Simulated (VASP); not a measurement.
A run of VASP 6.6.1 is set up as follows.

The input INCAR:

```
SYSTEM = SnSe
  ALGO = Normal
  EDIFF = 1E-7
  EDIFFG = -0.005
  ENCUT = 600
  IBRION = 2
  ISIF = 3
  ISMEAR = 0
  LASPH = .TRUE.
  LCHARG = .FALSE.
  LMIXTAU = .TRUE.
  LREAL = .FALSE.
  LWAVE = .FALSE.
  METAGGA = R2SCAN
  NELM = 80
  NSW = 90
  PREC = Accurate
  SIGMA = 0.02
```

Contents of KPOINTS:

```
k-points
0
G
  6 6 4
  0 0 0
```

File POSCAR:

```
SnSe
1.0
    4.2853274200      0.0000000000      0.0000000000
    0.0000000000      4.2853274200      0.0000000000
    0.0000000000      0.0000000000     10.9906921300
Sn Se
2 2
Direct
    0.5000000000      0.0000000000      0.3722291100
    0.0000000000      0.5000000000      0.6277708900
    0.5000000000      0.0000000000      0.6160394900
    0.0000000000      0.5000000000      0.3839605100
```

Potentials or basis: VASP PAW PBE potentials, release 64 (Sn_d, Se).

Run with:

```bash
$ cat potpaw_PBE.64/Sn_d/POTCAR potpaw_PBE.64/Se/POTCAR > POTCAR
$ mpirun -np 1 vasp_std > vasp.out
```

(1) Estimate the relaxed cell.

(2) Estimate the band gap on the k mesh.

(3) What does it give for the space group after relaxing (to 0.05 Å)?

(4) Estimate the relaxed volume.

Results:

(1) a = 4.286 Å, b = 4.286 Å, c = 10.963 Å, α = 90.00°, β = 90.00°, γ = 90.00°.

(2) 1.76 eV, indirect (least direct gap 1.77 eV).

(3) P4/nmm (No. 129).

(4) 50.34 Å³/atom.

Caveat: the PAW data sets were made with another functional, which shifts forces and pressure a little; spin-orbit coupling is left out, which moves the levels of the heavy elements.
